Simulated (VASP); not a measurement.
# Fe (Im-3m) in VASP: further runs

One crystal, Fe, is run at these levels: PBE, PBEsol; tasks: single point.

All numbers are computed with VASP 6.6.1; they aren't measurements. Logs are shortened: lines on timing, memory, paths and dates and some standing lists are left out, and cuts for length are marked.

## 1. The structure

It takes space group Im-3m (No. 229, cubic). Conventional cell: a = 2.886 Å, b = 2.886 Å, c = 2.886 Å, α = 90.00°, β = 90.00°, γ = 90.00°. Around Fe (site symmetry m-3m) lie 8 Fe at 2.50 Å.

## 2. Single point, PBE, collinear spin, ferromagnetic start

File INCAR:

```
  PREC = Accurate
  ENCUT = 520
  EDIFF = 1E-7
  ISMEAR = -1
  SIGMA = 0.05
  LREAL = F
  LASPH = T
  NELM = 150
  ALGO = Normal
  ISIF = 2
  LWAVE = F
  LCHARG = F
  ISPIN = 2
  MAGMOM = 3
  LORBIT = 11
  LMAXMIX = 4
  GGA = PE
  NBANDS = 14
```

File KPOINTS:

```
regular mesh
0
Gamma
  13 13 13
```

File POSCAR:

```
Fe
1.0
   -1.4430000000      1.4430000000      1.4430000000
    1.4430000000     -1.4430000000      1.4430000000
    1.4430000000      1.4430000000     -1.4430000000
Fe
1
Direct
    0.0000000000      0.0000000000      0.0000000000
```

Potentials or basis: VASP PAW PBE potentials, release 64 (Fe).

On the command line:

```console
cat potpaw_PBE.64/Fe/POTCAR > POTCAR
mpirun -np 1 vasp_std > vasp.out
```

OUTCAR:

```text
PREC = Accurate
   ENCUT = 520
   EDIFF = 1E-7
   ISMEAR = -1
   LREAL = F
   LASPH = T
   NELM = 150
   ISIF = 2
   ISPIN = 2
   LORBIT = 11
   GGA = PE

 ion  position               nearest neighbor table
   1  0.000  0.000  0.000-

  LATTYP: Found a body centered cubic cell.
 ALAT       =     2.8860000000

  Lattice vectors:

 A1 = (  -1.4430000000,   1.4430000000,   1.4430000000)
 A2 = (   1.4430000000,  -1.4430000000,   1.4430000000)
 A3 = (   1.4430000000,   1.4430000000,  -1.4430000000)

Analysis of symmetry for initial positions (statically):
=====================================================================
 Subroutine PRICEL returns:
 Original cell was already a primitive cell.

 Routine SETGRP: Setting up the symmetry group for a
 body centered cubic supercell.

 Subroutine GETGRP returns: Found 48 space group operations
 (whereof 48 operations were pure point group operations)
 out of a pool of 48 trial point group operations.

The static configuration has the point symmetry O_h .

Analysis of symmetry for dynamics (positions and initial velocities):
=====================================================================
 Subroutine PRICEL returns:
 Original cell was already a primitive cell.

 Routine SETGRP: Setting up the symmetry group for a
 body centered cubic supercell.

 Subroutine GETGRP returns: Found 48 space group operations
 (whereof 48 operations were pure point group operations)
 out of a pool of 48 trial point group operations.

The dynamic configuration has the point symmetry O_h .

Analysis of structural, dynamic, and magnetic symmetry:
=====================================================================
 Subroutine PRICEL returns:
 Original cell was already a primitive cell.

 Routine SETGRP: Setting up the symmetry group for a
 body centered cubic supercell.

 Subroutine GETGRP returns: Found 48 space group operations
 (whereof 48 operations were pure point group operations)
 out of a pool of 48 trial point group operations.

The overall configuration has the point symmetry O_h .

 Subroutine INISYM returns: Found 48 space group operations
 (whereof 48 operations are pure point group operations),
 and found     1 'primitive' translations

----------------------------------------------------------------------------------------

                                     Primitive cell

  volume of cell :      12.0187

  direct lattice vectors                    reciprocal lattice vectors
    -1.443000000  1.443000000  1.443000000     0.000000000  0.346500347  0.346500347
     1.443000000 -1.443000000  1.443000000     0.346500347  0.000000000  0.346500347
     1.443000000  1.443000000 -1.443000000     0.346500347  0.346500347  0.000000000

  length of vectors
     2.499349315  2.499349315  2.499349315     0.490025489  0.490025489  0.490025489

  position of ions in fractional coordinates (direct lattice)
     0.000000000  0.000000000  0.000000000

  ion indices of the primitive-cell ions
   primitive index   ion index
                 1           1

----------------------------------------------------------------------------------------

 KPOINTS: regular mesh

Automatic generation of k-mesh.
 Grid dimensions read from file:
 generate k-points for:   13   13   13

 Generating k-lattice:

  Cartesian coordinates                     Fractional coordinates (reciprocal lattice)
     0.000000000  0.026653873  0.026653873     0.076923077  0.000000000  0.000000000
     0.026653873  0.000000000  0.026653873     0.000000000  0.076923077  0.000000000
     0.026653873  0.026653873  0.000000000     0.000000000  0.000000000  0.076923077

  Length of vectors
     0.037694268  0.037694268  0.037694268

  Shift w.r.t. Gamma in fractional coordinates (k-lattice)
     0.000000000  0.000000000  0.000000000

 Subroutine IBZKPT returns following result:
 ===========================================

 Found     84 irreducible k-points:

 Following reciprocal coordinates:
            Coordinates               Weight
  0.000000  0.000000  0.000000      1.000000
  0.076923  0.000000  0.000000     12.000000
  0.153846  0.000000  0.000000     12.000000
  0.230769  0.000000  0.000000     12.000000
  0.307692  0.000000  0.000000     12.000000
  0.384615  0.000000  0.000000     12.000000
[... 42 lines left out ...]
 -0.384615 -0.384615  0.076923     24.000000
  0.153846  0.153846  0.153846      8.000000
 [... further k-points ...]
   k-points           NKPTS =     84   k-points in BZ     NKDIM =     84   number of bands    NBANDS=     14
   number of dos      NEDOS =    301   number of ions     NIONS =      1
   total plane-waves  NPLWV =   8000
   dimension x,y,z NGX =    20 NGY =   20 NGZ =   20
   dimension x,y,z NGXF=    40 NGYF=   40 NGZF=   40
   ions per type =               1
   NGX,Y,Z   is equivalent  to a cutoff of  13.30, 13.30, 13.30 a.u.
   NGXF,Y,Z  is equivalent  to a cutoff of  26.61, 26.61, 26.61 a.u.
 SYSTEM =  unknown system
   PREC   = accura    normal or accurate (medium, high low for compatibility)
   ISTART =      0    job   : 0-new  1-cont  2-samecut
   ICHARG =      2    charge: 1-file 2-atom 10-const
   ISPIN  =      2    spin polarized calculation?
   LNONCOLLINEAR =      F non collinear calculations
   LSORBIT =      F    spin-orbit coupling
   LASPH  =      T    aspherical Exc in radial PAW
   ENCUT  =  520.0 eV  38.22 Ry    6.18 a.u.   4.65  4.65  4.65*2*pi/ulx,y,z
   NELM   =    150;   NELMIN=  2; NELMDL= -5     # of ELM steps
   EDIFF  = 0.1E-06   stopping-criterion for ELM
   LREAL  =      F    real-space projection
   EDIFFG = 0.1E-05   stopping-criterion for IOM
   NSW    =      0    number of steps for IOM
   IBRION =     -1    ionic relax: 0-MD 1-quasi-New 2-CG
   NFREE  =      0    steps in history (QN), initial steepest desc. (CG)
   ISIF   =      2    stress and relaxation
   ISYM   =      2    0-nonsym 1-usesym 2-fastsym
   POTIM  = 0.5000    time-step for ionic-motion
   TEBEG  =    0.0;   TEEND  =   0.0 temperature during run
   PSTRESS=    0.0 pullay stress
   NELECT =       8.0000    total number of electrons
   NUPDOWN=      -1.0000    fix difference up-down
   EMIN   =  10.00;   EMAX   =-10.00  energy-range for DOS
   EFERMI =   0.00;   METHOD = LEGACY
   ISMEAR =    -1;   SIGMA  =   0.05  broadening in eV -4-tet -1-fermi 0-gaus
   EFERMI_NEDOS =   21; number of points for ismear=-14 and -15
   IALGO  =     38    algorithm
   IMIX   =      4    mixing-type and parameters
     AMIX     =   0.40;   BMIX     =  1.00
     AMIX_MAG =   1.60;   BMIX_MAG =  1.00
  volume/ion in A,a.u.               =      12.02        81.11
  Fermi-wavevector in a.u.,A,eV,Ry     =   1.429394  2.701162 27.798962  2.043166
  Thomas-Fermi vector in A             =   2.549352
   LORBIT       =     11    0 simple, 1 ext, 2 COOP (PROOUT), +10 PAW based schemes
   GGA     = PE    functional components
   LHFCALC =     F    Hartree Fock is set to
   AEXX    =    0.0000 exact exchange contribution
   IVDW    =     0    specifies the selected vdW correction
   LEPSILON=     F    determine dielectric tensor
   LRPA    =     F    only Hartree local field effects (RPA)
 spin polarized calculation
  energy-cutoff  :      520.00
  volume of cell :       12.02
 maximum number of plane-waves:       336
   NGX =  9   NGY =  9   NGZ =  9

 number of electron       7.9999995 magnetization       2.2846599

 Free energy of the ion-electron system (eV)
  ---------------------------------------------------
  ext. energy  EPLUGINS =         0.00000000
  ---------------------------------------------------
  free energy    TOTEN  =        -8.22140587 eV

  energy without entropy =       -8.21115383  energy(sigma->0) =       -8.21627985

 E-fermi :   5.2293     XC(G=0): -12.7991

 val. band max:        5.2278839638   @ k =  -0.4615   0.4615   0.4615
 cond. band min:       5.2304601540   @ k =  -0.3846   0.3846   0.2308
 fundamental gap:      0.0025761902
 Fermi energy:         5.2293243680

 spin component 1

 k-point     1 :       0.0000    0.0000    0.0000
  band No.  band energies     occupation
      1      -2.8371      1.00000
      2       3.0426      1.00000
      3       3.0426      1.00000
      4       3.0426      1.00000
      5       4.1549      1.00000
      6       4.1549      1.00000
      7      29.7413      0.00000
      8      29.7413      0.00000
      9      29.7413      0.00000
     10      34.4736      0.00000
     11      34.4736      0.00000
     12      36.4567      0.00000
     13      36.4567      0.00000
     14      36.4571      0.00000
[... 649 lines left out ...]
      1       0.6941      1.00000
      2       2.3077      1.00000
      3       3.3125      1.00000
      4       4.1206      1.00000
      5       5.1248      0.88997
      6       5.2126      0.58295
      7      14.8435      0.00000
      8      23.4983      0.00000
      9      23.9333      0.00000
     10      29.8369      0.00000
     11      31.8506      0.00000
     12      35.0254      0.00000
     13      42.2075      0.00000
     14      46.3680      0.00000

 [... further k-points ...]

 spin component 2

 k-point     1 :       0.0000    0.0000    0.0000
  band No.  band energies     occupation
      1      -2.6913      1.00000
      2       5.0623      0.96580
      3       5.0624      0.96571
      4       5.0624      0.96571
      5       6.9787      0.00000
      6       6.9788      0.00000
      7      29.4452      0.00000
      8      29.4452      0.00000
      9      29.4452      0.00000
     10      34.6223      0.00000
     11      34.6223      0.00000
     12      37.1205      0.00000
     13      37.1205      0.00000
     14      37.1205      0.00000
[... 649 lines left out ...]
      1       1.6751      1.00000
      2       4.1541      1.00000
      3       4.7918      0.99984
      4       6.6020      0.00000
      5       7.3982      0.00000
      6       7.4939      0.00000
      7      15.8612      0.00000
      8      23.6452      0.00000
      9      24.5358      0.00000
     10      30.3013      0.00000
     11      32.3978      0.00000
     12      35.2657      0.00000
     13      42.6084      0.00000
     14      46.8222      0.00000

 [... further k-points ...]

------------------------ aborting loop because EDIFF is reached ----------------------------------------

 total charge

# of ion       s       p       d       tot
------------------------------------------
    1        0.464   0.492   6.201   7.157

 magnetization (x)

# of ion       s       p       d       tot
------------------------------------------
    1       -0.014  -0.058   2.366   2.295

  FORCE on cell =-STRESS in cart. coord.  units (eV):
  Direction    XX          YY          ZZ          XY          YZ          ZX
  --------------------------------------------------------------------------------------
  -------------------------------------------------------------------------------------
  Total       -0.6817890     -0.6817890     -0.6817890      0.0000000      0.0000000     -0.0000000
  in kB      -90.8869589    -90.8869589    -90.8869589      0.0000000      0.0000000     -0.0000000
  external PRESSURE =     -90.8869589 kB  Pullay stress =       0.0000000 kB

 VOLUME and BASIS-vectors are now :
 -----------------------------------------------------------------------------
  energy-cutoff  :      520.00
  volume of cell :       12.02
      direct lattice vectors                 reciprocal lattice vectors
    -1.443000000  1.443000000  1.443000000     0.000000000  0.346500347  0.346500347
     1.443000000 -1.443000000  1.443000000     0.346500347  0.000000000  0.346500347
     1.443000000  1.443000000 -1.443000000     0.346500347  0.346500347  0.000000000

 POSITION                                       TOTAL-FORCE (eV/Angst)
 -----------------------------------------------------------------------------------
      0.00000      0.00000      0.00000        -0.000000      0.000000      0.000000
 -----------------------------------------------------------------------------------
    total drift:                                0.000000     -0.000000      0.000000

  FREE ENERGIE OF THE ION-ELECTRON SYSTEM (eV)
  ---------------------------------------------------
  free  energy   TOTEN  =        -8.2214058728 eV

  energy  without entropy=       -8.2111538281  energy(sigma->0) =       -8.21627985

 total charge

# of ion       s       p       d       tot
------------------------------------------
    1        0.464   0.492   6.201   7.157

 magnetization (x)

# of ion       s       p       d       tot
------------------------------------------
    1       -0.014  -0.058   2.366   2.295
```

Wall time 65 s (1 thread of AMD EPYC 7R43 (Zen 3), shared host); peak memory 0.1 GiB.

What came out:

| Item | Value |
| --- | --- |
| Free energy | -8.2214 eV |
| Pressure | -9.1 GPa |
| Band gap on the k mesh | none (metal or under the smearing width) |
| Net moment | 2.28 μB per cell |
| Site moments | Fe +2.29 μB |
| Valence electrons inside the program's atomic spheres | Fe 7.16 |

Levels at points of the mesh, in eV from the Fermi level:
Spin up:
```
           k point  band 3  band 4  band 5  band 6  band 7  band 8
(0.00, 0.00, 0.00)   -2.19   -2.19   -1.07   -1.07   24.51   24.51
```
Spin down:
| k point | band 1 | band 2 | band 3 | band 4 | band 5 | band 6 | band 7 |
| --- | --- | --- | --- | --- | --- | --- | --- |
| (0.00, 0.00, 0.00) | -7.92 | -0.17 | -0.17 | -0.17 | 1.75 | 1.75 | 24.22 |

## 3. Single point, PBE, collinear spin, ferromagnetic start (cell strained at random at fixed volume)

File INCAR:

```
PREC     = Accurate       # precision mode
ENCUT    = 520            # plane-wave cutoff, eV
EDIFF    = 1E-7           # SCF threshold, eV
ISMEAR   = -1             # smearing method
SIGMA    = 0.05           # smearing width, eV
LREAL    = F              # projectors in reciprocal space
LASPH    = T              # aspherical terms in the spheres
NELM     = 150            # most SCF steps
ALGO     = Normal         # electronic algorithm
ISIF     = 2              # what is computed and relaxed
LWAVE    = F              # write WAVECAR
LCHARG   = F              # write CHGCAR
ISPIN    = 2              # spin polarisation
MAGMOM   = 3              # initial moments
LORBIT   = 11             # projections on sites
LMAXMIX  = 4              # l up to which the mixer works
GGA      = PE             # functional
NBANDS   = 14             # bands
```

KPOINTS is that of step 2.

File POSCAR:

```
Fe
1.0
   -1.4815330000      1.4342380000      1.4590090000
    1.4675270000     -1.4309640000      1.4417290000
    1.4535380000      1.4029680000     -1.4557350000
Fe
1
Direct
   -0.0127860000     -0.0069470000     -0.0146850000
```

Potentials or basis: VASP PAW PBE potentials, release 64 (Fe).

On the command line:

```console
cat potpaw_PBE.64/Fe/POTCAR > POTCAR
mpirun -np 1 vasp_std > vasp.out
```

OUTCAR:

```text
PREC = Accurate
   ENCUT = 520
   EDIFF = 1E-7
   ISMEAR = -1
   LREAL = F
   LASPH = T
   NELM = 150
   ISIF = 2
   ISPIN = 2
   LORBIT = 11
   GGA = PE

 ion  position               nearest neighbor table
   1  0.987  0.993  0.985-

  LATTYP: Found a triclinic cell.
 ALAT       =     4.0529821001
 B/A-ratio  =     0.6143701914
 C/A-ratio  =     1.0108430306
 COS(alpha) =     0.0011253521
 COS(beta)  =     0.5103909847
 COS(gamma) =     0.8098968970

  Lattice vectors:

 A1 = (  -0.0139890000,   2.8339320000,  -2.8974640000)
[... 1610 lines left out ...]
  -------------------------------------------------------------------------------------
  Total       -0.7425987     -0.5515675     -0.6987136      0.0895224     -0.0014581      0.0464403
  in kB      -98.9932983    -73.5275909    -93.1431351     11.9339326     -0.1943701      6.1907971
  external PRESSURE =     -88.5546748 kB  Pullay stress =       0.0000000 kB

 VOLUME and BASIS-vectors are now :
 -----------------------------------------------------------------------------
  energy-cutoff  :      520.00
  volume of cell :       12.02
      direct lattice vectors                 reciprocal lattice vectors
    -1.481533000  1.434238000  1.459009000     0.005025878  0.352111635  0.344366702
     1.467527000 -1.430964000  1.441729000     0.344030512  0.002994858  0.346397602
     1.453538000  1.402968000 -1.455735000     0.345757688  0.355869590  0.001267803

 POSITION                                       TOTAL-FORCE (eV/Angst)
 -----------------------------------------------------------------------------------
      1.42693      1.37724      1.43771         0.000000      0.000000      0.000000
 -----------------------------------------------------------------------------------
    total drift:                                0.000005      0.000003      0.000004

  FREE ENERGIE OF THE ION-ELECTRON SYSTEM (eV)
  ---------------------------------------------------
  free  energy   TOTEN  =        -8.2187444444 eV

  energy  without entropy=       -8.2085841894  energy(sigma->0) =       -8.21366432

 total charge

# of ion       s       p       d       tot
------------------------------------------
    1        0.464   0.492   6.203   7.158

 magnetization (x)

# of ion       s       p       d       tot
------------------------------------------
    1       -0.014  -0.057   2.373   2.302
```

OSZICAR:

```text
N       E                     dE             d eps       ncg     rms          rms(c)
DAV:   1     0.219713585365E+02    0.21971E+02   -0.37900E+03 66946   0.687E+02
DAV:   2    -0.818701558649E+01   -0.30158E+02   -0.27567E+02 67340   0.127E+02
DAV:   3    -0.912492328188E+01   -0.93791E+00   -0.93101E+00 74526   0.234E+01
DAV:   4    -0.912814000119E+01   -0.32167E-02   -0.32164E-02 71492   0.124E+00
DAV:   5    -0.912815619482E+01   -0.16194E-04   -0.16194E-04 75134   0.902E-02    0.109E+01
DAV:   6    -0.832426021373E+01    0.80390E+00   -0.11048E+01 77708   0.376E+01    0.616E+00
DAV:   7    -0.823091222606E+01    0.93348E-01   -0.84707E-01 76040   0.995E+00    0.338E+00
DAV:   8    -0.822489418974E+01    0.60180E-02   -0.91025E-03 72902   0.551E-01    0.137E+00
DAV:   9    -0.821886789427E+01    0.60263E-02   -0.10480E-02 82856   0.533E-01    0.367E-01
DAV:  10    -0.821869287264E+01    0.17502E-03   -0.66127E-04 75584   0.314E-01    0.974E-02
DAV:  11    -0.821874365676E+01   -0.50784E-04   -0.17854E-04 76694   0.127E-01    0.456E-02
DAV:  12    -0.821874501538E+01   -0.13586E-05   -0.14187E-05 66944   0.374E-02    0.123E-02
DAV:  13    -0.821874536125E+01   -0.34587E-06   -0.80716E-07 69710   0.774E-03    0.885E-03
DAV:  14    -0.821874453213E+01    0.82912E-06   -0.41547E-07 70128   0.582E-03    0.376E-03
DAV:  15    -0.821874444441E+01    0.87722E-07   -0.87353E-08 33574   0.252E-03
   1 F= -.82187444E+01 E0= -.82136643E+01  d E =-.101603E-01  mag=     2.2931
```

stdout:

```text
POSCAR found type information on POSCAR Fe
 POSCAR found :  1 types and       1 ions
 scaLAPACK will be used
 LDA part: xc-table for (Slater+PW92), standard interpolation
 POSCAR, INCAR and KPOINTS ok, starting setup
 FFT: planning ... GRIDC
 FFT: planning ... GRID_SOFT
 FFT: planning ... GRID
 WAVECAR not read
 entering main loop
```

Wall time 8.9 min (1 thread of AMD EPYC 7R43 (Zen 3), shared host); peak memory 0.32 GiB.

Results:

* Free energy: -8.2187 eV
* Pressure: -8.9 GPa
* Band gap on the k mesh: none (metal or under the smearing width)
* Net moment: 2.29 μB per cell
* Site moments: Fe +2.30 μB
* Valence electrons inside the program's atomic spheres: Fe 7.16

[end of part 1 of 2]
